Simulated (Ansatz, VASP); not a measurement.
**BiH3 in two plane-wave programs**

Aim: how closely do two programs agree when they are given the same cell, functional and k mesh? The cell is generated by rule, not measured, and may not be a known phase. The cell is taken from a series of runs on this material, whose earlier steps may have relaxed, scaled, displaced or heated it; both programs get it as it stands.

Calculated with Ansatz 0.2.0; plane waves, with VASP 6.6.1 beside it; relaxation of cell and atoms at PBEsol.

The structure was built from a prototype and need not be the compound's stable phase.

**1. Starting point**

It takes space group P4/nmm (No. 129, tetragonal). Conventional cell: a = 5.859 Å, b = 5.859 Å, c = 4.621 Å, α = 90.00°, β = 90.00°, γ = 90.00°. Nearest to Bi lie 5 H at 1.82 to 2.08 Å. Nearest to H lie 1 Bi at 1.82 Å. Nearest to H lie 2 Bi at 2.08 Å. Farther neighbours are not listed.

**2. Ansatz: relaxation of cell and atoms, PBEsol**

Ansatz runs on its default PAW (the set named soft_2) files.

The relaxed volume is the usual yardstick between codes: in a stiff, nearly cubic crystal its relative difference is about their pressure difference at one cell divided by the bulk modulus.

Contents of input.yaml:

```yaml
crystal:
  lattice:
    - [5.8593432718, 0.0, 0.0]
    - [0.0, 5.8593432718, 0.0]
    - [0.0, 0.0, 4.6205323766]
  atoms:
    - { symbol: Bi, position: [0.5, 0.0, 0.9586543344] }
    - { symbol: Bi, position: [0.0, 0.5, 0.0413456656] }
    - { symbol: H, position: [0.0, 0.5, 0.6464815563] }
    - { symbol: H, position: [0.5, 0.0, 0.3535184437] }
    - { symbol: H, position: [0.75, 0.25, 0.0] }
    - { symbol: H, position: [0.25, 0.75, 0.0] }
    - { symbol: H, position: [0.25, 0.25, 0.0] }
    - { symbol: H, position: [0.75, 0.75, 0.0] }
kpoints:
  mp_grid: { grid: [6, 6, 8] }
hamiltonian:
  xc: pbesol
scf:
  occupations: { method: methfessel_paxton, width: 0.2 }
output:
  forces: true
  stress: true
  eigenvalues: true
relax:
  adjacent_minimum: "off"
  f_tol: 0.001
  max_steps: 60
  cell: { stress_tol: 0.01 }
```

Command:

```sh
$ ansatz run input.yaml --threads 4 --pin off --max-ram 7168MiB --backend cpu --events-out ev --progress --plain --runs-dir out
```

Numbers of over 12 decimals in the logs are rounded to 6 here.

The log of the run:

```text
Engine: ansatz 0.2.0, aarch64-unknown-linux-gnu
Pseudopotentials: kind: paw
Pseudopotential: Bi, paw, valence charge 15, recommended cutoff 420 eV (normal), Bi.paw.azcp
Pseudopotential: H, paw, valence charge 1, recommended cutoff 420 eV (normal), H.paw.azcp
Functional definition: PBEsol
  exchange = pbesol_x
  correlation = pbesol_c
Crystal: 8 atoms, lattice volume = 158.632 Å³
Basis set: ecut = 420 eV, 3107 PW (Γ), exchange–correlation on 80×80×64 points (8 copies of the dense FFT grid, shifted against one another)
Bands: 26, of which v1, the nominal top of the filled ones, is band 18 counted from 1 (17 counted from 0)
Symmetry: 16 space group operations
Space group: P4/nmm (ITA 129), of the structure as read, at distance tolerance 5.4e-5 Å
k-points: 50 of 288
Non-local potential: Bi, projectors of the file, l = 0: 2, l = 1: 2, l = 2: 2, l = 3: 2
Non-local potential: H, projectors of the file, l = 0: 2, l = 1: 1
PAW form: soft (Blöchl's): semilocal exchange-correlation on the pseudo side does not see the compensation charge
PAW frozen core: Bi, regenerated for the run's functional, and the local potential with it (the file was generated under x = pbe(κ = 0.804, μ = 0.219515), c = pbe(β = 0.066725))
PAW one-centre angular grid: Bi, 590 points (default); XC on 64 Gauss nodes
PAW one-centre angular grid: H, 110 points (default); XC on 64 Gauss nodes
Initial density: superposition of atomic densities (neutral atoms: chi_scale 0, normalization atom), corrected by the library's trained network
Initial wavefunctions: pseudopotential atomic-orbital guess
Functional: x = pbesol(κ = 0.804, μ = 0.123457), c = pbesol(β = 0.046)
SCF iter   1: F=—  HF=-24574.345872 eV  |F-HF|=—  |Δ(HF+E_count)|=         —  Δρ=6.21e-3  dr2=6.25e-2  ethr=1.77e-3  ⟨swp⟩=6.1  Hψ=6456  notcnv=0
preconditioner: auto → none  [metal: Δε(μ)=0.061 eV  Ē_g=9.646 eV  σ=0.200 eV  W_gap=0.25  n_scr=26 (ndim 8)  ℏωp=11.8 eV  f_vac=0.226  D(μ)=0.71/eV (n_scr^D=0)  sad-step TF]
SCF iter   2: F=—  HF=-24574.338446 eV  |F-HF|=—  |Δ(HF+E_count)|=   7.43e-3  S|Δr|=    0.00e0  Δρ=2.91e-3  dr2=1.81e-2  ethr=1.74e-4  ⟨swp⟩=1.0  Hψ=1700  notcnv=0
SCF iter   3: F=—  HF=-24574.344972 eV  |F-HF|=—  |Δ(HF+E_count)|=   6.53e-3  S|Δr|=    0.00e0  Δρ=3.73e-4  dr2=3.56e-4  ethr=5.03e-5  ⟨swp⟩=2.0  Hψ=1713  notcnv=0
SCF iter   4: F=—  HF=-24574.346123 eV  |F-HF|=—  |Δ(HF+E_count)|=   1.15e-3  S|Δr|=    0.00e0  Δρ=1.13e-4  dr2=2.44e-5  ethr=9.89e-7  ⟨swp⟩=3.0  Hψ=2293  notcnv=0
SCF iter   5: F=—  HF=-24574.346141 eV  |F-HF|=—  |Δ(HF+E_count)|=   1.79e-5  S|Δr|=    0.00e0  Δρ=3.72e-5  dr2=3.24e-6  ethr=6.78e-8  ⟨swp⟩=2.0  Hψ=2195  notcnv=0  defer=65
SCF iter   6: F=-24574.346141 eV  HF=-24574.346141 eV  |F-HF|=5.08e-8  |Δ(HF+E_count)|=   5.35e-7  S|Δr|=    0.00e0  Δρ=6.43e-6  dr2=8.90e-8  ethr=2.78e-10  ⟨swp⟩=10.0  Hψ=8320  notcnv=0
SCF 1 converged in 6 iterations: F = -24574.346141 eV  dr2 = 8.90e-8
  greatest PAW one-centre occupation: 0.989 electrons in one spin orbital (limit 2), on the Bi atom at site 1 (counted from 0), in its partial waves of l = 2
relax step   1: F+E_penalty+E_count = -24574.34614117 eV  Δ(F+E_penalty+E_count) = +0.000e0 eV  max|allowed force component| = 3.617e-4 eV/Å  Δτ_max = 0.0000 Å  P = +0.002 GPa  Ω = 158.632 Å³  (6 SCF iters, dr2 threshold 1.00e-7 eV, accepted)
Initial density: handed on by an earlier stage of this run
Initial wavefunctions: pseudopotential atomic-orbital guess (no wavefunctions were taken with the density)
iter 1 solved again at ethr=8.69e-8 eV; its pass at ethr=3.10e-3 eV (dr2=3.13e-5 eV) is discarded
SCF iter   1: F=—  HF=-24574.346177 eV  |F-HF|=—  |Δ(HF+E_count)|=         —  Δρ=6.43e-6  dr2=8.74e-8  ethr=8.69e-8  ⟨swp⟩=3.8  Hψ=10406  notcnv=0
preconditioner: auto → none  [metal: Δε(μ)=0.075 eV  Ē_g=9.692 eV  σ=0.200 eV  W_gap=0.30  n_scr=26 (ndim 8)  ℏωp=11.8 eV  f_vac=0.246  D(μ)=0.70/eV (n_scr^D=0)]
SCF iter   2: F=—  HF=-24574.346141 eV  |F-HF|=—  |Δ(HF+E_count)|=   3.54e-5  S|Δr|=    0.00e0  Δρ=1.99e-6  dr2=6.32e-9  ethr=2.43e-10  ⟨swp⟩=2.3  Hψ=2238  notcnv=0
SCF iter   3: F=—  HF=-24574.346141 eV  |F-HF|=—  |Δ(HF+E_count)|=   3.04e-8  S|Δr|=    0.00e0  Δρ=9.27e-7  dr2=1.40e-9  ethr=1.75e-11  ⟨swp⟩=2.0  Hψ=1711  notcnv=0
SCF iter   4: F=—  HF=-24574.346141 eV  |F-HF|=—  |Δ(HF+E_count)|=   1.24e-8  S|Δr|=    0.00e0  Δρ=1.73e-7  dr2=6.82e-11  ethr=3.90e-12  ⟨swp⟩=2.2  Hψ=1730  notcnv=0
SCF iter   5: F=-24574.346141 eV  HF=-24574.346141 eV  |F-HF|=1.09e-11  |Δ(HF+E_count)|=  2.62e-10  S|Δr|=    0.00e0  Δρ=2.88e-8  dr2=2.23e-12  ethr=1.00e-12  ⟨swp⟩=5.8  Hψ=7044  notcnv=0
SCF 2 converged in 5 iterations: F = -24574.346141 eV  dr2 = 2.23e-12
relax step   2: F+E_penalty+E_count = -24574.34614123 eV  Δ(F+E_penalty+E_count) = -5.153e-8 eV  max|allowed force component| = 3.282e-4 eV/Å  Δτ_max = 0.0000 Å  P = +0.001 GPa  Ω = 158.632 Å³  stress off target by 7.20e-3 GPa  SCF on the basis re-selected at this cell (its energy is not comparable with the rows above)  (5 SCF iters)
basis re-selected at this cell: Δ(F+E_penalty+E_count) = -5.153e-8 eV, ΔP = -0.000 GPa vs the last step (what re-selecting the basis moved, of the pressure what is left beyond the Pulay correction that the steps carried, after the strain that the cell walked since its last selection, with what the two solves' SCF thresholds leave and, on support functions, any second-order correction that the steps lacked; it is no m [...]
SCF converged after 5 iterations
Stability not checked: this state was not tested for a lower state beside it, because cold or Methfessel-Paxton smearing, or corrected tetrahedra, fill the levels in a way that the test cannot read (fill_not_monotonic; see scf.lower_state_search)
Free energy (F): -24574.346141 eV
Harris-Foulkes:  -24574.346141 eV  (|F-HF|=1.09e-11)
Internal energy: -24574.345589 eV  (E = F + TS)
E sigma→0 (E₀):  -24574.346003 eV
Entropy (-TS):   -0.000552 eV (-0.069 meV/atom)
Fermi energy:    3.029821 eV
--- Per-component energies (eV) ---
  E_band       = -446.340527
  E_kinetic    = 679.945495
  E_local      = -4341.536584  (includes V_loc(G=0)·N_el)
  E_nonlocal   = 1133.742435
  E_hartree    = 1506.265382
  E_xc         = -349.642151
  E_vxc        = -352.083994  (∫ρ·V_xc dr)
  E_paw        = -21022.548791  (= ΣΔE_a)
  E_vpaw       = -578.931217  (= ΣTr[D̂ρ^β])
  E_aug_tail   = -0.007367  (compensation charges beyond the density's cutoff)
  E_ewald      = -2180.743511
  E_core_change = 0.179504  (= ΣΔE_core)
  E_smearing   = -0.000552  (= −TS)
  E_closure    = 0.000000  (closes the sum)
  Σ components = -24574.346141   (vs F -24574.346141, Δ=0.00e0)
--- Forces (eV/Å), atoms counted from 1 ---
  atom   1  Bi     0.00000000     0.00000000    -0.00013246
  atom   2  Bi     0.00000000     0.00000000     0.00013246
  atom   3  H      0.00000000     0.00000000    -0.00032824
  atom   4  H      0.00000000     0.00000000     0.00032824
  atom   5  H      0.00000000     0.00000000     0.00000000
  atom   6  H      0.00000000    -0.00000000    -0.00000000
  atom   7  H      0.00000000     0.00000000    -0.00000000
  atom   8  H      0.00000000    -0.00000000    -0.00000000
  max |Σ_I F_I| component: 1.06e-29 eV/Å
--- Stress (GPa, compression-positive) ---
       -0.001535       0.000000       0.000000
        0.000000      -0.001535       0.000000
        0.000000       0.000000       0.007202
  P = ⅓ Tr σ = 0.0014 GPa (0.014 kbar)
--- Band table (eV; the first three rows and the last of 50) ---
  k-point 0: bands = [... 14 lower, 0.2883, 0.4486, 1.1486, 2.9156, 2.9899, 2.9899, 4.5125, 4.6719, ... 4 higher]
  k-point 1: bands = [... 14 lower, -0.3621, 0.1508, 1.1585, 2.9894, 3.0203, 3.0203, 5.1216, 5.4410, ... 4 higher]
  k-point 2: bands = [... 14 lower, -1.2758, -0.6509, 1.1830, 3.0956, 3.0956, 3.1344, 6.1133, 6.6111, ... 4 higher]
  k-point 49: bands = [... 14 lower, -1.8435, -1.8435, 2.4928, 2.4928, 3.6431, 3.6431, 5.9365, 5.9365, ... 4 higher]
--- Relaxed structure (1 steps of the walk, 1 accepted, 1 SCFs on fresh bases) ---
  F+E_penalty+E_count = -24574.34614123 eV   max|allowed force component| = 3.282e-4 eV/Å   (the final SCF, on the basis selected at the relaxed cell)
  cell:  # Å, volume = 158.6317 Å³
    - [5.8593432718, 0.0, 0.0]
    - [0.0, 5.8593432718, 0.0]
    - [0.0, 0.0, 4.6205323766]
  atoms:
    - { symbol: Bi, position: [0.500000, 0.0, 0.958654] }
    - { symbol: Bi, position: [0.0, 0.500000, 0.041346] }
    - { symbol: H, position: [0.0, 0.500000, 0.6464815563] }
    - { symbol: H, position: [0.500000, 0.0, 0.3535184437] }
    - { symbol: H, position: [0.750000, 0.250000, 0.0] }
    - { symbol: H, position: [0.250000, 0.750000, 0.0] }
    - { symbol: H, position: [0.250000, 0.250000, 0.0] }
    - { symbol: H, position: [0.750000, 0.750000, 0.0] }
```

The column dr2 measures how far the density is from self-consistency, as an energy; F and HF (Harris–Foulkes) agree once it is small.

[end of part 1 of 2]

[Lines on the potential files, build, host, timing and source positions are cut from VASP's logs without a mark.]

[Logs are printed without paths, hosts, clocks, repeated set-up lines and the standing remarks that a program may print on its own settings, such as how far it seeks lower states.]

[Hosts, paths, dates, database ids (printed as entryN), source tags and the programs' standing remarks are cut or masked in the printed files.]
